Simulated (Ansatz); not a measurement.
# AlP: the cost of one run

Computed with Ansatz 0.2.0 (DFT r2SCAN+D3(BJ), scalar-relativistic, plane waves, PAW, unless a step's input says otherwise).

## 1. The structure to begin with

Symmetry: F-43m, No. 216, cubic system. The conventional cell has a = 5.348 Å, b = 5.348 Å, c = 5.348 Å, α = 90.00°, β = 90.00°, γ = 90.00°. Around Al (site symmetry -43m) lie 4 P at 2.32 Å. P (site symmetry -43m) has 4 Al at 2.32 Å as nearest neighbours.

As a file:

```cif
data_structure
_symmetry_space_group_name_H-M 'F-43m'
_symmetry_Int_Tables_number 216
_cell_length_a 5.3479
_cell_length_b 5.3479
_cell_length_c 5.3479
_cell_angle_alpha 90.000
_cell_angle_beta 90.000
_cell_angle_gamma 90.000
_cell_volume 152.95
loop_
_atom_site_label
_atom_site_type_symbol
_atom_site_symmetry_multiplicity
_atom_site_Wyckoff_symbol
_atom_site_fract_x
_atom_site_fract_y
_atom_site_fract_z
_atom_site_occupancy
Al1 Al 4 a 0.00000 0.00000 0.00000 1
P1 P 4 d 0.25000 0.25000 0.75000 1
```

The cell was made up by rule, so the compound may not exist in this form.

This is a trial structure, the zincblende prototype, and another one may lie lower.

## 2. Seeking zero pressure, try 1

The input, input.yaml:

```yaml
crystal:
  lattice:
    - [0.0, 2.6739400367, 2.6739400367]
    - [2.6739400367, 0.0, 2.6739400367]
    - [2.6739400367, 2.6739400367, 0.0]
  atoms:
    - { symbol: Al, position: [0.0, 0.0, 0.0] }
    - { symbol: P, position: [0.25, 0.25, 0.25] }
basis:
  ecutwfc: 500
kpoints:
  mp_grid: { grid: [6, 6, 6] }
hamiltonian:
  xc: r2scan
  dispersion: d3bj
scf:
  occupations: { method: gaussian, width: 0.05 }
output:
  forces: true
  stress: true
  eigenvalues: true
```

The run is started by

```sh
$ ansatz run input.yaml --threads 1 --pin off --max-ram 2560MiB --backend cpu --events-out ev --progress --plain --runs-dir out
```

Q: Estimate wall time and peak memory on 1 thread of Arm Neoverse N1, shared host.

About 3.8 s, with a peak of 0.43 GiB.
